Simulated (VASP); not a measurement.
Input:

```
CELL_PARAMETERS angstrom
      0.00000     3.14058     3.14058
      3.14058     0.00000     3.14058
      3.14058     3.14058     0.00000
ATOMIC_POSITIONS crystal
  Al 0.00000 0.00000 0.00000
  Sb 0.25000 0.25000 0.25000
```

Method: RPBE GGA, VASP's PBE PAW potentials (set 64) (plane waves; VASP). Numerical set-up: 520 eV cut-off, Gaussian smearing of 0.050 eV, potentials Al Sb.

Unless said otherwise, spin-orbit coupling is left out, though it shifts the bands of the heavy elements here.

**Question.** What does the run give for the band gap (along the path) with the smallest direct gap where there is one?

**Answer.** 
The band gap (along the path) is 1.18 eV and the smallest direct gap (along the path) is 1.18 eV.

The absolute energy has meaning only against runs of the same code, potentials and settings.

The compound is AlSb in the zinc blende structure. It was relaxed first, which changed the volume by +7 %.
